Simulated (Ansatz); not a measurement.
Here is an Ansatz 0.2.0 calculation.

input.yaml

```yaml
crystal:
  lattice:
    - [2.34465, -1.7134, 0.0]
    - [2.34465, 1.7134, 0.0]
    - [-0.8605543552, 0.0, 5.0594363927]
  atoms:
    - { symbol: Cu, position: [0.4968, 0.0032, 0.5] }
    - { symbol: Cu, position: [0.0032, 0.4968, 0.0] }
    - { symbol: O, position: [0.4056, 0.5714, 0.7537] }
    - { symbol: O, position: [0.5714, 0.4056, 0.2537] }
hamiltonian:
  xc: r2scan
  pseudopotentials: { kind: paw }
kpoints:
  mp_grid: { grid: [10, 10, 5] }
  band_path:
    path:
      - [[0.0, 0.0, 0.0], [-0.5, -0.5, 0.0], [-0.5249462874, -0.5249462874, 0.3256415493], [-0.5, -0.5, 0.5], [-0.6336780905, -0.3663219095, 0.5]]
      - [[-0.3663219095, 0.3663219095, 0.5], [0.0, 0.0, 0.5], [-0.4750537126, -0.4750537126, 0.6743584507]]
      - [[-0.5, -0.5, 0.0], [-0.6126314136, -0.3873685864, 0.0]]
      - [[-0.3873685864, 0.3873685864, 0.0], [0.0, 0.0, 0.0], [-0.5, 0.0, 0.0]]
      - [[-0.5, 0.0, 0.5], [0.0, 0.0, 0.0]]
    npoints: 14
scf:
  occupations: { method: fermi_dirac, width: 0.05 }
  n_extra_bands: 10
output:
  forces: true
  stress: true
  eigenvalues: true
  fatbands: true
```

Potentials or basis: Ansatz PAW.

Command:

```sh
$ ansatz run input.yaml --threads 2 --pin off --max-ram 5632MiB --backend cpu --events-out ev --progress --plain --runs-dir out
```

Task: What does it give for the band gap on the k mesh?

Result: None (metal or under the smearing width).

Task: Predict the largest force.

Result: 0.735 eV/Å.

Task: What does it give for the pressure?

Result: -1.3 GPa.

Stress tensor (GPa, compression positive):
```
-1.76  0.00 -1.15
 0.00  0.26  0.00
-1.15  0.00 -2.43
```

Caveat: the run has no spin polarisation, though such a crystal can be magnetic; semilocal functionals often make such compounds metallic where correlation or magnetic order opens a gap, which also shifts bond lengths; the PAW data sets come from PBE, with cores solved anew for the run's functional, which leaves a small shift of forces and pressure. With open d or f shells a metallic result of r2SCAN can be an artefact of self-interaction; +U or a hybrid may open a gap.
